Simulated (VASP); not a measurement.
# Rh (P6_3/mmc) in VASP: notebook

The runs below take Rh through single point, relaxation of cell and atoms, with PBEsol.

Program: VASP 6.6.1. These are calculated values, not measurements. Logs are shortened: lines on timing, memory, paths and dates and some standing lists are left out, and cuts for length are marked.

### Step 1. Starting point

Symmetry: P6_3/mmc, No. 194, hexagonal system. The conventional cell has a = 2.689 Å, b = 2.689 Å, c = 4.329 Å, α = 90.00°, β = 90.00°, γ = 120.00°. Around Rh (site symmetry -6m2) lie 12 Rh at 2.66 to 2.69 Å.

This isn't the form of Rh at room conditions, which is fcc.

### Step 2. Single point, PBEsol

Contents of INCAR:

```
SYSTEM = Rh
ALGO     = Fast           ! electronic algorithm
EDIFF    = 1E-6           ! SCF threshold, eV
ENCUT    = 520            ! plane-wave cutoff, eV
GGA      = PS             ! functional
ISIF     = 2              ! what is computed and relaxed
ISMEAR   = 0              ! smearing method
LASPH    = .TRUE.         ! aspherical terms in the spheres
LCHARG   = .FALSE.        ! write CHGCAR
LREAL    = .FALSE.        ! projectors in reciprocal space
LWAVE    = .FALSE.        ! write WAVECAR
NBANDS   = 22             ! bands
NELM     = 100            ! most SCF steps
PREC     = Accurate       ! precision mode
SIGMA    = 0.1            ! smearing width, eV
```

Contents of KPOINTS:

```
k-points
0
G
  18 18 10
  0 0 0
```

Contents of POSCAR:

```
Rh
1.0
    2.6887440422      0.0000000000      0.0000000000
   -1.3443720211      2.3285206448      0.0000000000
    0.0000000000      0.0000000000      4.3289366221
Rh
2
Direct
    0.3333333333      0.6666666667      0.2500000000
    0.6666666667      0.3333333333      0.7500000000
```

Potentials or basis: VASP PAW PBE potentials, release 64 (Rh_pv).

Started as:

```
cat potpaw_PBE.64/Rh_pv/POTCAR > POTCAR
mpirun -np 1 vasp_std > vasp.out
```

OUTCAR:

```text
SYSTEM = Rh
   EDIFF = 1E-6
   ENCUT = 520
   GGA = PS
   ISIF = 2
   ISMEAR = 0
   LASPH = .TRUE.
   LREAL = .FALSE.
   NELM = 100
   PREC = Accurate

 ion  position               nearest neighbor table
   1  0.333  0.667  0.250-   2 2.66   2 2.66   2 2.66   2 2.66   2 2.66   2 2.66
   2  0.667  0.333  0.750-   1 2.66   1 2.66   1 2.66   1 2.66   1 2.66   1 2.66

  LATTYP: Found a hexagonal cell.
 ALAT       =     2.6887440422
 C/A-ratio  =     1.6100218370

  Lattice vectors:

 A1 = (   2.6887440422,   0.0000000000,   0.0000000000)
 A2 = (  -1.3443720211,   2.3285206448,   0.0000000000)
 A3 = (   0.0000000000,   0.0000000000,   4.3289366221)

Analysis of symmetry for initial positions (statically):
=====================================================================
 Subroutine PRICEL returns:
 Original cell was already a primitive cell.

 Routine SETGRP: Setting up the symmetry group for a
 hexagonal supercell.

 Subroutine GETGRP returns: Found 24 space group operations
 (whereof 12 operations were pure point group operations)
 out of a pool of 24 trial point group operations.

The static configuration has the point symmetry D_3d.
 The point group associated with its full space group is D_6h.

Analysis of symmetry for dynamics (positions and initial velocities):
=====================================================================
 Subroutine PRICEL returns:
 Original cell was already a primitive cell.

 Routine SETGRP: Setting up the symmetry group for a
 hexagonal supercell.

 Subroutine GETGRP returns: Found 24 space group operations
 (whereof 12 operations were pure point group operations)
 out of a pool of 24 trial point group operations.

The dynamic configuration has the point symmetry D_3d.
 The point group associated with its full space group is D_6h.

 Subroutine INISYM returns: Found 24 space group operations
 (whereof 12 operations are pure point group operations),
 and found     1 'primitive' translations

----------------------------------------------------------------------------------------

                                     Primitive cell

  volume of cell :      27.1026

  direct lattice vectors                    reciprocal lattice vectors
     2.688744042  0.000000000  0.000000000     0.371920861  0.214728609  0.000000000
    -1.344372021  2.328520645  0.000000000     0.000000000  0.429457219  0.000000000
     0.000000000  0.000000000  4.328936622     0.000000000  0.000000000  0.231003613

  length of vectors
     2.688744042  2.688744042  4.328936622     0.429457219  0.429457219  0.231003613

  position of ions in fractional coordinates (direct lattice)
     0.333333333  0.666666667  0.250000000
     0.666666667  0.333333333  0.750000000

  ion indices of the primitive-cell ions
   primitive index   ion index
                 1           1
                 2           2

----------------------------------------------------------------------------------------

 KPOINTS: k-points

Automatic generation of k-mesh.
 Grid dimensions read from file:
 generate k-points for:   18   18   10

 Generating k-lattice:

  Cartesian coordinates                     Fractional coordinates (reciprocal lattice)
     0.020662270  0.011929367  0.000000000     0.055555556  0.000000000  0.000000000
     0.000000000  0.023858734  0.000000000     0.000000000  0.055555556  0.000000000
     0.000000000  0.000000000  0.023100361     0.000000000  0.000000000  0.100000000

  Length of vectors
     0.023858734  0.023858734  0.023100361

  Shift w.r.t. Gamma in fractional coordinates (k-lattice)
     0.000000000  0.000000000  0.000000000

 Subroutine IBZKPT returns following result:
 ===========================================

 Found    222 irreducible k-points:

 Following reciprocal coordinates:
            Coordinates               Weight
  0.000000  0.000000  0.000000      1.000000
  0.055556 -0.000000  0.000000      6.000000
  0.111111 -0.000000  0.000000      6.000000
  0.166667 -0.000000  0.000000      6.000000
  0.222222  0.000000  0.000000      6.000000
  0.277778 -0.000000  0.000000      6.000000
[... 16 lines left out ...]
  0.333333  0.111111  0.000000     12.000000
  0.388889  0.111111  0.000000     12.000000
 [... further k-points ...]
   k-points           NKPTS =    222   k-points in BZ     NKDIM =    222   number of bands    NBANDS=     22
   number of dos      NEDOS =    301   number of ions     NIONS =      2
   total plane-waves  NPLWV =  12800
   dimension x,y,z NGX =    20 NGY =   20 NGZ =   32
   dimension x,y,z NGXF=    40 NGYF=   40 NGZF=   64
   ions per type =               2
   NGX,Y,Z   is equivalent  to a cutoff of  12.37, 12.37, 12.29 a.u.
   NGXF,Y,Z  is equivalent  to a cutoff of  24.73, 24.73, 24.58 a.u.
 SYSTEM =  Rh
   PREC   = accura    normal or accurate (medium, high low for compatibility)
   ISTART =      0    job   : 0-new  1-cont  2-samecut
   ICHARG =      2    charge: 1-file 2-atom 10-const
   ISPIN  =      1    spin polarized calculation?
   LNONCOLLINEAR =      F non collinear calculations
   LSORBIT =      F    spin-orbit coupling
   LASPH  =      T    aspherical Exc in radial PAW
   ENCUT  =  520.0 eV  38.22 Ry    6.18 a.u.   5.00  5.00  8.05*2*pi/ulx,y,z
   NELM   =    100;   NELMIN=  2; NELMDL= -5     # of ELM steps
   EDIFF  = 0.1E-05   stopping-criterion for ELM
   LREAL  =      F    real-space projection
   EDIFFG = 0.1E-04   stopping-criterion for IOM
   NSW    =      0    number of steps for IOM
   IBRION =     -1    ionic relax: 0-MD 1-quasi-New 2-CG
   NFREE  =      0    steps in history (QN), initial steepest desc. (CG)
   ISIF   =      2    stress and relaxation
   ISYM   =      2    0-nonsym 1-usesym 2-fastsym
   POTIM  = 0.5000    time-step for ionic-motion
   TEBEG  =    0.0;   TEEND  =   0.0 temperature during run
   PSTRESS=    0.0 pullay stress
   NELECT =      30.0000    total number of electrons
   NUPDOWN=      -1.0000    fix difference up-down
   EMIN   =  10.00;   EMAX   =-10.00  energy-range for DOS
   EFERMI =   0.00;   METHOD = LEGACY
   ISMEAR =     0;   SIGMA  =   0.10  broadening in eV -4-tet -1-fermi 0-gaus
   EFERMI_NEDOS =   21; number of points for ismear=-14 and -15
   IALGO  =     68    algorithm
   IMIX   =      4    mixing-type and parameters
     AMIX     =   0.40;   BMIX     =  1.00
     AMIX_MAG =   1.60;   BMIX_MAG =  1.00
  volume/ion in A,a.u.               =      13.55        91.45
  Fermi-wavevector in a.u.,A,eV,Ry     =   1.693473  3.200200 39.019487  2.867851
  Thomas-Fermi vector in A             =   2.774873
   LORBIT       =      0    0 simple, 1 ext, 2 COOP (PROOUT), +10 PAW based schemes
   GGA     = PS    functional components
   LHFCALC =     F    Hartree Fock is set to
   AEXX    =    0.0000 exact exchange contribution
   IVDW    =     0    specifies the selected vdW correction
   LEPSILON=     F    determine dielectric tensor
   LRPA    =     F    only Hartree local field effects (RPA)
 non-spin polarized calculation
 RMM-DIIS sequential band-by-band and
 Gauss-broadening in eV      SIGMA  =   0.10
  energy-cutoff  :      520.00
  volume of cell :       27.10
 maximum number of plane-waves:       756
 NGX is ok and might be reduce to    20
   NGX =  9   NGY =  9   NGZ = 17

 number of electron      30.0000003 magnetization

 Free energy of the ion-electron system (eV)
  ---------------------------------------------------
  ext. energy  EPLUGINS =         0.00000000
  ---------------------------------------------------
  free energy    TOTEN  =       -16.20441004 eV

  energy without entropy =      -16.18886099  energy(sigma->0) =      -16.19663551

 E-fermi :  12.1327     XC(G=0): -14.3100

 val. band max:       12.1302896055   @ k =   0.3889   0.1667   0.0000
 cond. band min:      12.1335414523   @ k =   0.2778  -0.0000   0.4000
 fundamental gap:      0.0032518468
 Fermi energy:        12.1327444212

 k-point     1 :       0.0000    0.0000    0.0000
  band No.  band energies     occupation
      1     -35.1333      2.00000
      2     -34.4286      2.00000
      3     -34.4286      2.00000
      4     -34.3319      2.00000
      5     -34.3129      2.00000
      6     -34.3129      2.00000
[... 14 lines left out ...]
     21      30.2569      0.00000
     22      30.8608      0.00000

 k-point     2 :       0.0556   -0.0000    0.0000
  band No.  band energies     occupation
      1     -35.1257      2.00000
      2     -34.4457      2.00000
      3     -34.4343      2.00000
      4     -34.3351      2.00000
      5     -34.3307      2.00000
      6     -34.3155      2.00000
[... 14 lines left out ...]
     21      30.3842      0.00000
     22      30.9720      0.00000

 k-point     3 :       0.1111   -0.0000    0.0000
  band No.  band energies     occupation
      1     -35.1032      2.00000
      2     -34.4950      2.00000
      3     -34.4502      2.00000
      4     -34.3816      2.00000
      5     -34.3449      2.00000
      6     -34.3233      2.00000
[... 14 lines left out ...]
     21      30.7198      0.00000
     22      31.0405      0.00000

 k-point     4 :       0.1667   -0.0000    0.0000
  band No.  band energies     occupation
      1     -35.0674      2.00000
      2     -34.5705      2.00000
      3     -34.4742      2.00000
      4     -34.4585      2.00000
      5     -34.3612      2.00000
      6     -34.3356      2.00000
[... 14 lines left out ...]
     21      30.8616      0.00000
     22      30.9414      0.00000

 k-point     5 :       0.2222    0.0000    0.0000
  band No.  band energies     occupation
      1     -35.0206      2.00000
      2     -34.6632      2.00000
      3     -34.5511      2.00000
      4     -34.5028      2.00000
      5     -34.3842      2.00000
      6     -34.3514      2.00000
[... 14 lines left out ...]
     21      29.8405      0.00000
     22      30.0087      0.00000

 k-point     6 :       0.2778   -0.0000    0.0000
  band No.  band energies     occupation
      1     -34.9659      2.00000
      2     -34.7620      2.00000
      3     -34.6475      2.00000
      4     -34.5326      2.00000
      5     -34.4134      2.00000
      6     -34.3687      2.00000
[... 14 lines left out ...]
     21      28.4297      0.00000
     22      28.9354      0.00000

 k-point     7 :       0.3333    0.0000    0.0000
  band No.  band energies     occupation
      1     -34.9076      2.00000
      2     -34.8548      2.00000
      3     -34.7364      2.00000
      4     -34.5601      2.00000
      5     -34.4477      2.00000
      6     -34.3852      2.00000
[... 324 lines left out ...]
      6     -34.3790      2.00000
[... 14 lines left out ...]
     21      27.6934      0.00000
     22      29.9183      0.00000

 k-point    21 :       0.2222    0.1111    0.0000
  band No.  band energies     occupation
      1     -34.9480      2.00000
      2     -34.7593      2.00000
      3     -34.6907      2.00000
      4     -34.5335      2.00000
      5     -34.4235      2.00000
      6     -34.4025      2.00000
[... 14 lines left out ...]
     21      26.6350      0.00000
     22      28.9810      0.00000

 k-point    22 :       0.2778    0.1111    0.0000
  band No.  band energies     occupation
      1     -34.8908      2.00000
      2     -34.8451      2.00000
      3     -34.7545      2.00000
      4     -34.5751      2.00000
      5     -34.4582      2.00000
      6     -34.4237      2.00000
[... 14 lines left out ...]
     21      25.5771      0.00000
     22      28.1768      0.00000

 k-point    23 :       0.3333    0.1111    0.0000
  band No.  band energies     occupation
      1     -34.9154      2.00000
      2     -34.8352      2.00000
      3     -34.8056      2.00000
      4     -34.6088      2.00000
      5     -34.4953      2.00000
      6     -34.4407      2.00000
[... 14 lines left out ...]
     21      24.6493      0.00000
     22      27.4953      0.00000

 k-point    24 :       0.3889    0.1111    0.0000
  band No.  band energies     occupation
      1     -34.9612      2.00000
      2     -34.8389      2.00000
      3     -34.7903      2.00000
      4     -34.6304      2.00000
      5     -34.5282      2.00000
      6     -34.4519      2.00000
[... 14 lines left out ...]
     21      23.9979      0.00000
     22      26.9386      0.00000

 [... further k-points ...]
[... 5 lines left out ...]
  --------------------------------------------------------------------------------------
  -------------------------------------------------------------------------------------
  Total        0.0014255      0.0014255      0.0034721      0.0000000     -0.0000000      0.0000000
  in kB        0.0842691      0.0842691      0.2052552      0.0000000     -0.0000000      0.0000000
  external PRESSURE =       0.1245978 kB  Pullay stress =       0.0000000 kB

 VOLUME and BASIS-vectors are now :
 -----------------------------------------------------------------------------
  energy-cutoff  :      520.00
  volume of cell :       27.10
      direct lattice vectors                 reciprocal lattice vectors
     2.688744042  0.000000000  0.000000000     0.371920861  0.214728609  0.000000000
    -1.344372021  2.328520645  0.000000000     0.000000000  0.429457219  0.000000000
     0.000000000  0.000000000  4.328936622     0.000000000  0.000000000  0.231003613

 POSITION                                       TOTAL-FORCE (eV/Angst)
 -----------------------------------------------------------------------------------
     -0.00000      1.55235      1.08223         0.000000      0.000000      0.000000
      1.34437      0.77617      3.24670        -0.000000      0.000000      0.000000
 -----------------------------------------------------------------------------------
    total drift:                                0.000000     -0.000000      0.000000

  FREE ENERGIE OF THE ION-ELECTRON SYSTEM (eV)
  ---------------------------------------------------
  free  energy   TOTEN  =       -16.2044100366 eV

  energy  without entropy=      -16.1888609914  energy(sigma->0) =      -16.19663551
```

Run time: 60 s. Hardware: 1 thread of Intel Xeon Platinum 8488C (Sapphire Rapids), shared host; peak memory 0.22 GiB.

Results:

```yaml
Free_energy: -16.2044 eV
Pressure: 0.0 GPa
Band_gap_on_the_k_mesh: none (metal or under the smearing width)
```

Caveat: the PAW data sets were made with another functional, which shifts forces and pressure a little.

(Continued in part 2 of 2.)
